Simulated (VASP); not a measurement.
# NaI (Fm-3m) in VASP: settings compared, part 3 of 4

VASP 6.6.1. The steps go on from the part before.

### 4 Phonons, LDA

The input, POSCAR:

```
NaI
1.0
    0.0000000000      3.2364000000      3.2364000000
    3.2364000000      0.0000000000      3.2364000000
    3.2364000000      3.2364000000      0.0000000000
I Na
1 1
Direct
    0.5000000000      0.5000000000      0.5000000000
    0.0000000000      0.0000000000      0.0000000000
```

The input, INCAR.step1:

```
  PREC = Accurate
  ENCUT = 600
  EDIFF = 1E-8
  ISMEAR = -1
  SIGMA = 0.05
  LREAL = F
  LASPH = T
  NELM = 60
  ALGO = Normal
  ISIF = 3
  LWAVE = F
  LCHARG = F
  GGA = CA
  IBRION = 2
  NSW = 40
  EDIFFG = -0.002
```

The input, INCAR.step2:

```
  PREC = Accurate
  ENCUT = 600
  EDIFF = 1E-8
  ISMEAR = -1
  SIGMA = 0.05
  LREAL = F
  LASPH = T
  NELM = 60
  ALGO = Normal
  ISIF = 2
  LWAVE = F
  LCHARG = F
  GGA = CA
  IBRION = 8
  NSW = 1
```

The input, KPOINTS:

```
regular mesh
0
Gamma
  5 5 5
```

Potentials or basis: VASP PAW LDA potentials, release 64 (I, Na_pv).

Launch:

```
$ cat potpaw_LDA.64/I/POTCAR potpaw_LDA.64/Na_pv/POTCAR > POTCAR
$ cp INCAR.step1 INCAR
$ mpirun -np 1 vasp_std > vasp.out
$ cp CONTCAR POSCAR
$ cp INCAR.step2 INCAR
$ mpirun -np 1 vasp_std > vasp.out
```

OUTCAR:

```text
PREC = Accurate
   ENCUT = 600
   EDIFF = 1E-8
   ISMEAR = -1
   LREAL = F
   LASPH = T
   NELM = 60
   ISIF = 2
   GGA = CA
   IBRION = 8
   NSW = 1

 ion  position               nearest neighbor table
   1  0.500  0.500  0.500-   2 3.13   2 3.13   2 3.13   2 3.13   2 3.13   2 3.13
   2  0.000  0.000  0.000-   1 3.13   1 3.13   1 3.13   1 3.13   1 3.13   1 3.13

  LATTYP: Found a face centered cubic cell.
 ALAT       =     6.2632635337

  Lattice vectors:

 A1 = (   0.0000000000,   3.1316317669,   3.1316317669)
 A2 = (   3.1316317669,   0.0000000000,   3.1316317669)
 A3 = (   3.1316317669,   3.1316317669,   0.0000000000)

Analysis of symmetry for initial positions (statically):
=====================================================================
 Subroutine PRICEL returns:
 Original cell was already a primitive cell.

 Routine SETGRP: Setting up the symmetry group for a
 face centered cubic supercell.

 Subroutine GETGRP returns: Found 48 space group operations
 (whereof 48 operations were pure point group operations)
 out of a pool of 48 trial point group operations.

The static configuration has the point symmetry O_h .

Analysis of symmetry for dynamics (positions and initial velocities):
=====================================================================
 Subroutine PRICEL returns:
 Original cell was already a primitive cell.

 Routine SETGRP: Setting up the symmetry group for a
 face centered cubic supercell.

 Subroutine GETGRP returns: Found 48 space group operations
 (whereof 48 operations were pure point group operations)
 out of a pool of 48 trial point group operations.

The dynamic configuration has the point symmetry O_h .
[... 305 lines left out ...]
    total drift:                                0.000000      0.000000      0.000000

  FREE ENERGIE OF THE ION-ELECTRON SYSTEM (eV)
  ---------------------------------------------------
  free  energy   TOTEN  =        -6.0155260023 eV

  energy  without entropy=       -6.0155260023  energy(sigma->0) =       -6.01552600

[... ionic steps 2 to 3 ...]

--------------------------------------- Ionic step        4  -------------------------------------------

------------------------ aborting loop because EDIFF is reached ----------------------------------------

[... ionic steps 5 to 6 ...]

--------------------------------------- Ionic step        7  -------------------------------------------

 Free energy of the ion-electron system (eV)
  ---------------------------------------------------
  ---------------------------------------------------
  free energy    TOTEN  =        -0.16186892 eV

  energy without entropy =       -0.16186892

------------------------ aborting loop because EDIFF is reached ----------------------------------------

 INTERNAL STRAIN TENSOR  FOR ION    2  DIRECTION 1   (eV/Angst):
 -----------------------------------------------------------------------------
    -0.00109 -0.00000  0.00000
     0.00000  0.00050 -0.00000
     0.00000 -0.00000  0.00050

 INTERNAL STRAIN TENSOR FOR ION    2 for displacements in x,y,z  (eV/Angst):
          X           Y           Z          XY          YZ          ZX
  --------------------------------------------------------------------------------
  x     0.00000     0.00000     0.00000     0.00000     0.00000     0.00000
  y     0.00000     0.00000     0.00000     0.00000     0.00000     0.00000
  z     0.00000     0.00000     0.00000     0.00000     0.00000     0.00000

 SECOND DERIVATIVES (NOT SYMMETRIZED)
 ------------------------------------
               1X          1Y          1Z          2X          2Y          2Z
  1X    -1.231572    0.000000    0.000000    1.231572    0.000000    0.000000
  1Y     0.000000   -1.231572    0.000000    0.000000    1.231572    0.000000
  1Z     0.000000    0.000000   -1.231572    0.000000    0.000000    1.231572
  2X     1.222472    0.000000    0.000000   -1.222472    0.000000    0.000000
  2Y     0.000000    1.222472    0.000000    0.000000   -1.222472    0.000000
  2Z     0.000000    0.000000    1.222472    0.000000    0.000000   -1.222472

 Eigenvectors and eigenvalues of the dynamical matrix
 ----------------------------------------------------

   1 f  =    3.920156 THz    24.631067 2PiTHz  130.762331 cm-1    16.212455 meV
             X         Y         Z           dx          dy          dz
      3.131632  3.131632  3.131632     0.000000    0.392863    0.000000
      0.000000  0.000000  0.000000     0.000000   -0.919597    0.000000
[... 21 lines left out ...]
   6 f/i=    0.005251 THz     0.032995 2PiTHz    0.175166 cm-1     0.021718 meV
             X         Y         Z           dx          dy          dz
      3.131632  3.131632  3.131632     0.000000   -0.919597    0.000000
      0.000000  0.000000  0.000000     0.000000   -0.392863    0.000000

--------------------------------------------------------------------------------------------------------

 ELASTIC MODULI CONTR FROM IONIC RELAXATION (kBar)
 Direction    XX          YY          ZZ          XY          YZ          ZX
 --------------------------------------------------------------------------------
 XX           0.0000      0.0000      0.0000      0.0000      0.0000      0.0000
 YY           0.0000      0.0000      0.0000      0.0000      0.0000      0.0000
 ZZ           0.0000      0.0000      0.0000      0.0000      0.0000      0.0000
 XY           0.0000      0.0000      0.0000      0.0000      0.0000      0.0000
 YZ           0.0000      0.0000      0.0000      0.0000      0.0000      0.0000
 ZX           0.0000      0.0000      0.0000      0.0000      0.0000      0.0000
 --------------------------------------------------------------------------------
```

OUTCAR.step1:

```text
PREC = Accurate
   ENCUT = 600
   EDIFF = 1E-8
   ISMEAR = -1
   LREAL = F
   LASPH = T
   NELM = 60
   ISIF = 3
   GGA = CA
   IBRION = 2
   NSW = 40
   EDIFFG = -0.002
[... 300 lines left out ...]

 k-point     1 :       0.0000    0.0000    0.0000
  band No.  band energies     occupation
      1     -20.9520      2.00000
      2     -20.9520      2.00000
      3     -20.9520      2.00000
      4     -10.0038      2.00000
      5       1.3585      2.00000
      6       1.3585      2.00000
      7       1.3585      2.00000
      8       4.9867      0.00000
      9       9.1490      0.00000
     10       9.1490      0.00000
     11       9.1490      0.00000
[... 153 lines left out ...]
  FREE ENERGIE OF THE ION-ELECTRON SYSTEM (eV)
  ---------------------------------------------------
  free  energy   TOTEN  =        -6.0159683680 eV

  energy  without entropy=       -6.0159683680  energy(sigma->0) =       -6.01596837

 reached required accuracy - stopping structural energy minimisation
```

Run time: 47 s. Hardware: 1 thread of Intel Xeon 6975P-C (Granite Rapids), shared host; peak memory 0.22 GiB.

What came out:

| Item | Value |
| --- | --- |
| Relaxed volume | 30.71 Å³/atom |
| Relaxed cell | a = 4.429 Å, b = 4.429 Å, c = 4.429 Å, α = 60.00°, β = 60.00°, γ = 60.00° |
| Space group after relaxing (to 0.05 Å) | Fm-3m (No. 225) |
| Highest phonon frequency at Γ, LO-TO splitting left out | 131 cm⁻¹ |

Step by step:
```csv
step,energy change (eV),largest force (eV/Å),pressure (GPa),volume (Å³)
1,0.0000,0.0000,-1.61,67.80
2,-0.0262,0.0000,-0.90,64.50
3,-0.0351,0.0000,-0.08,61.67
4,-0.0352,0.0000,0.01,61.42
```

Final structure:
```yaml
crystal:
  lattice:
    - [0.00000, 3.13163, 3.13163]
    - [3.13163, 0.00000, 3.13163]
    - [3.13163, 3.13163, 0.00000]
  atoms:
    - { symbol: I, position: [0.50000, 0.50000, 0.50000] }
    - { symbol: Na, position: [0.00000, 0.00000, 0.00000] }
```

Phonon frequencies in cm⁻¹ (negative: imaginary):
```csv
q point,frequencies
"(0.000, 0.000, 0.000)",0 0 0 131 131 131
```

The run has no spin-orbit coupling, so splittings on I are missing.

### 5 Elastic constants, LDA

POSCAR is that of step 4.

The input, INCAR.step1:

```
SYSTEM = NaI
ALGO = Normal
EDIFF = 1E-8
EDIFFG = -0.002
ENCUT = 600
IBRION = 2
ISIF = 3
ISMEAR = -1
LASPH = .True.
LCHARG = .False.
LREAL = .False.
LWAVE = .False.
NELM = 80
NSW = 40
PREC = Accurate
SIGMA = 0.05
```

The input, INCAR.step2:

```
SYSTEM = NaI
ALGO = Normal
EDIFF = 1E-8
ENCUT = 600
IBRION = 6
ISIF = 3
ISMEAR = -1
LASPH = .True.
LCHARG = .False.
LREAL = .False.
LWAVE = .False.
NELM = 80
NFREE = 2
NSW = 1
POTIM = 0.015
PREC = Accurate
SIGMA = 0.05
```

The input, KPOINTS:

```
k-points
0
Gamma
  5 5 5
  0 0 0
```

Potentials or basis: VASP PAW LDA potentials, release 64 (I, Na_pv).

Launch:

```
$ cat potpaw_LDA.64/I/POTCAR potpaw_LDA.64/Na_pv/POTCAR > POTCAR
$ cp INCAR.step1 INCAR
$ mpirun -np 1 vasp_std > vasp.out
$ cp CONTCAR POSCAR
$ cp INCAR.step2 INCAR
$ mpirun -np 1 vasp_std > vasp.out
```

OUTCAR:

```text
SYSTEM = NaI
   EDIFF = 1E-8
   ENCUT = 600
   IBRION = 6
   ISIF = 3
   ISMEAR = -1
   LASPH = .True.
   LREAL = .False.
   NELM = 80
   NFREE = 2
   NSW = 1
   POTIM = 0.015
   PREC = Accurate

 ion  position               nearest neighbor table
   1  0.500  0.500  0.500-   2 3.13   2 3.13   2 3.13   2 3.13   2 3.13   2 3.13
   2  0.000  0.000  0.000-   1 3.13   1 3.13   1 3.13   1 3.13   1 3.13   1 3.13

  LATTYP: Found a face centered cubic cell.
 ALAT       =     6.2632635337

  Lattice vectors:

 A1 = (   0.0000000000,   3.1316317669,   3.1316317669)
 A2 = (   3.1316317669,   0.0000000000,   3.1316317669)
 A3 = (   3.1316317669,   3.1316317669,   0.0000000000)

Analysis of symmetry for initial positions (statically):
=====================================================================
 Subroutine PRICEL returns:
 Original cell was already a primitive cell.

 Routine SETGRP: Setting up the symmetry group for a
 face centered cubic supercell.

 Subroutine GETGRP returns: Found 48 space group operations
 (whereof 48 operations were pure point group operations)
 out of a pool of 48 trial point group operations.

The static configuration has the point symmetry O_h .

Analysis of symmetry for dynamics (positions and initial velocities):
=====================================================================
 Subroutine PRICEL returns:
 Original cell was already a primitive cell.

 Routine SETGRP: Setting up the symmetry group for a
 face centered cubic supercell.

 Subroutine GETGRP returns: Found 48 space group operations
 (whereof 48 operations were pure point group operations)
 out of a pool of 48 trial point group operations.

The dynamic configuration has the point symmetry O_h .

 Subroutine INISYM returns: Found 48 space group operations
 (whereof 48 operations are pure point group operations),
 and found     1 'primitive' translations

----------------------------------------------------------------------------------------

                                     Primitive cell

  volume of cell :      61.4246

  direct lattice vectors                    reciprocal lattice vectors
     0.000000000  3.131631767  3.131631767    -0.159661173  0.159661173  0.159661173
     3.131631767  0.000000000  3.131631767     0.159661173 -0.159661173  0.159661173
     3.131631767  3.131631767  0.000000000     0.159661173  0.159661173 -0.159661173

  length of vectors
     4.428796117  4.428796117  4.428796117     0.276541263  0.276541263  0.276541263

  position of ions in fractional coordinates (direct lattice)
     0.500000000  0.500000000  0.500000000
     0.000000000  0.000000000  0.000000000
[... 118 lines left out ...]
  -------------------------------------------------------------------------------------
  Total        0.0045885      0.0045885      0.0045885     -0.0000000      0.0000000     -0.0000000
  in kB        0.1196839      0.1196839      0.1196839     -0.0000000      0.0000000     -0.0000000
  external PRESSURE =       0.1196839 kB  Pullay stress =       0.0000000 kB
[... 89 lines left out ...]
  FREE ENERGIE OF THE ION-ELECTRON SYSTEM (eV)
  ---------------------------------------------------
  free  energy   TOTEN  =        -6.0134001500 eV

  energy  without entropy=       -6.0134001499  energy(sigma->0) =       -6.01340015

[... ionic steps 4 to 14 ...]

--------------------------------------- Ionic step       15  -------------------------------------------

 number of electron      13.9999995 magnetization

------------------------ aborting loop because EDIFF is reached ----------------------------------------
[... 67 lines left out ...]
--------------------------------------- Ionic step       17  -------------------------------------------

 number of electron      13.9999998 magnetization

 Free energy of the ion-electron system (eV)
  ---------------------------------------------------
  ext. energy  EPLUGINS =         0.00000000
  ---------------------------------------------------
  free energy    TOTEN  =        -6.01538931 eV

  energy without entropy =       -6.01538931  energy(sigma->0) =       -6.01538931

 E-fermi :   2.4847     XC(G=0):  -8.4999

 val. band max:        1.3585242436   @ k =   0.0000   0.0000   0.0000
 cond. band min:       4.9867264038   @ k =   0.0000   0.0000   0.0000
 fundamental gap:      3.6282021603
 Fermi energy:         2.4847200371

 k-point     1 :       0.0000    0.0000    0.0000
  band No.  band energies     occupation
      1     -20.9516      2.00000
      2     -20.9515      2.00000
      3     -20.9515      2.00000
      4     -10.0039      2.00000
      5       1.3584      2.00000
      6       1.3585      2.00000
      7       1.3585      2.00000
      8       4.9867      0.00000
      9       9.1490      0.00000
     10       9.1490      0.00000
     11       9.1491      0.00000
[... 265 lines left out ...]
  FREE ENERGIE OF THE ION-ELECTRON SYSTEM (eV)
  ---------------------------------------------------
  free  energy   TOTEN  =        -6.0153893101 eV

  energy  without entropy=       -6.0153893100  energy(sigma->0) =       -6.01538931

 INTERNAL STRAIN TENSORS FROM STRAINED CELLS
 ============================================

 INTERNAL STRAIN TENSOR FOR ION    1 for displacements in x,y,z  (eV/Angst):
          X           Y           Z          XY          YZ          ZX
  --------------------------------------------------------------------------------
  x    -0.00000     0.00000     0.00000     0.00000    -0.00000    -0.00000
  y    -0.00000     0.00000    -0.00000     0.00000     0.00000    -0.00000
  z    -0.00000    -0.00000    -0.00000     0.00000    -0.00000     0.00000

 INTERNAL STRAIN TENSORS FROM DISPLACED ATOMS
 ============================================

 INTERNAL STRAIN TENSOR FOR ION    1 for displacements in x,y,z  (eV/Angst):
          X           Y           Z          XY          YZ          ZX
  --------------------------------------------------------------------------------
  x     0.00000     0.00000     0.00000     0.00000     0.00000     0.00000
  y     0.00000     0.00000     0.00000     0.00000     0.00000     0.00000
  z     0.00000     0.00000     0.00000     0.00000     0.00000     0.00000

 INTERNAL STRAIN TENSOR FOR ION    2 for displacements in x,y,z  (eV/Angst):
          X           Y           Z          XY          YZ          ZX
  --------------------------------------------------------------------------------
  x     0.00000     0.00000     0.00000     0.00000     0.00000     0.00000
  y     0.00000     0.00000     0.00000     0.00000     0.00000     0.00000
  z     0.00000     0.00000     0.00000     0.00000     0.00000     0.00000

 Eigenvectors and eigenvalues of the dynamical matrix
 ----------------------------------------------------

   1 f  =    3.925400 THz    24.664013 2PiTHz  130.937234 cm-1    16.234141 meV
             X         Y         Z           dx          dy          dz
      3.131632  3.131632  3.131632    -0.392351   -0.000000   -0.000000
      0.000000  0.000000  0.000000     0.919816    0.000000   -0.000000
[... 21 lines left out ...]
   6 f/i=    0.003069 THz     0.019285 2PiTHz    0.102383 cm-1     0.012694 meV
             X         Y         Z           dx          dy          dz
      3.131632  3.131632  3.131632     0.000000    0.139947    0.909107
      0.000000  0.000000  0.000000     0.000000    0.059695    0.387783

--------------------------------------------------------------------------------------------------------

 ELASTIC MODULI CONTR FROM IONIC RELAXATION (kBar)
 Direction    XX          YY          ZZ          XY          YZ          ZX
 --------------------------------------------------------------------------------
 XX           0.0000      0.0000      0.0000      0.0000      0.0000      0.0000
 YY           0.0000      0.0000      0.0000      0.0000      0.0000      0.0000
 ZZ           0.0000      0.0000      0.0000      0.0000      0.0000      0.0000
 XY           0.0000      0.0000      0.0000      0.0000      0.0000      0.0000
 YZ           0.0000      0.0000      0.0000      0.0000      0.0000      0.0000
 ZX           0.0000      0.0000      0.0000      0.0000      0.0000      0.0000
 --------------------------------------------------------------------------------

 TOTAL ELASTIC MODULI (kBar)
 Direction    XX          YY          ZZ          XY          YZ          ZX
 --------------------------------------------------------------------------------
 XX         446.3457     90.1622     90.1622     -0.0000      0.0000      0.0000
 YY          90.1622    446.3457     90.1622      0.0000      0.0000      0.0000
 ZZ          90.1622     90.1622    446.3457     -0.0000     -0.0000     -0.0000
 XY          -0.0000      0.0000     -0.0000     76.5924      0.0000     -0.0000
 YZ           0.0000      0.0000     -0.0000      0.0000     76.5924      0.0000
 ZX           0.0000      0.0000     -0.0000     -0.0000      0.0000     76.5924
 --------------------------------------------------------------------------------
```

OUTCAR.step1:

```text
SYSTEM = NaI
   EDIFF = 1E-8
   EDIFFG = -0.002
   ENCUT = 600
   IBRION = 2
   ISIF = 3
   ISMEAR = -1
   LASPH = .True.
   LREAL = .False.
   NELM = 80
   NSW = 40
   PREC = Accurate

 ion  position               nearest neighbor table
   1  0.500  0.500  0.500-
[... 300 lines left out ...]
      1     -20.9520      2.00000
      2     -20.9520      2.00000
      3     -20.9520      2.00000
      4     -10.0038      2.00000
      5       1.3585      2.00000
      6       1.3585      2.00000
      7       1.3585      2.00000
      8       4.9867      0.00000
      9       9.1490      0.00000
     10       9.1490      0.00000
     11       9.1490      0.00000
[... 153 lines left out ...]
  FREE ENERGIE OF THE ION-ELECTRON SYSTEM (eV)
  ---------------------------------------------------
  free  energy   TOTEN  =        -6.0159683680 eV

  energy  without entropy=       -6.0159683680  energy(sigma->0) =       -6.01596837

 reached required accuracy - stopping structural energy minimisation
```

Run time: 2 min. Hardware: 1 thread of Intel Xeon 6975P-C (Granite Rapids), shared host; peak memory 0.21 GiB.

What came out:

| Property | Result |
| --- | --- |
| Relaxed volume | 30.71 Å³/atom |
| Relaxed cell | a = 4.429 Å, b = 4.429 Å, c = 4.429 Å, α = 60.00°, β = 60.00°, γ = 60.00° |
| Space group after relaxing (to 0.05 Å) | Fm-3m (No. 225) |
| Elastic constants C11, C12, C44 | 45, 9, 8 GPa |
| Voigt bulk modulus | 21 GPa |
| Highest phonon frequency at Γ, LO-TO splitting left out | 131 cm⁻¹ |

Step by step:
```
step  energy change (eV)  largest force (eV/Å)  pressure (GPa)  volume (Å³)
   1              0.0000                0.0000           -1.61        67.80
   2             -0.0262                0.0000           -0.90        64.50
   3             -0.0351                0.0000           -0.08        61.67
   4             -0.0352                0.0000            0.01        61.42
```

Final structure:
```yaml
crystal:
  lattice:
    - [0.00000, 3.13163, 3.13163]
    - [3.13163, 0.00000, 3.13163]
    - [3.13163, 3.13163, 0.00000]
  atoms:
    - { symbol: I, position: [0.50000, 0.50000, 0.50000] }
    - { symbol: Na, position: [0.00000, 0.00000, 0.00000] }
```

Phonon frequencies in cm⁻¹ (negative: imaginary):
```
              q point        frequencies
(0.000, 0.000, 0.000)  0 0 0 131 131 131
```

Elastic tensor in Voigt notation (GPa, in the Cartesian axes of the cell as first typed):
```
45  9  9  0  0  0
 9 45  9  0  0  0
 9  9 45  0  0  0
 0  0  0  8  0  0
 0  0  0  0  8  0
 0  0  0  0  0  8
```

Clamped-ion elastic tensor (GPa):
```
45  9  9  0  0  0
 9 45  9  0  0  0
 9  9 45  0  0  0
 0  0  0  8  0  0
 0  0  0  0  8  0
 0  0  0  0  0  8
```

[end of part 3 of 4]
